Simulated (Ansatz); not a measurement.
The system is Te2Mo, a slab with vacuum.

```xyz
3
Lattice="3.5602 0.0000 0.0000 -1.7801 3.0833 0.0000 0.0000 0.0000 17.5241" Properties=species:S:1:pos:R:3 pbc="T T T"
Te    0.0000    2.0555    1.7900
Te    0.0000    2.0555   15.7341
Mo    0.0000    0.0000    0.0000
```

Program: Ansatz 0.2.0. Alike in all runs: task band structure; potentials or basis Ansatz PAW; no spin polarisation; cell as given; cutoff (eV) 420. Hardware: 1 × NVIDIA H100 80GB HBM3 with 2 threads of AMD EPYC 7R13 Processor (Zen 3), with other jobs on the host.

**Question.** Order these runs on this cell by their wall time, lowest first.
A. level HSE06; k mesh 6 × 6 × 2; smearing fermi-dirac 0.05 eV; points for each segment of the path 4
B. level LDA; k mesh 12 × 12 × 2; smearing fixed; level lda; run kind scf
C. level HSE06; k mesh 6 × 6 × 2; smearing fixed; level hse06; run kind scf

**Answer.** B (6.4 s), C (37 s), A (86 s).

Not every run made on this cell is shown here.
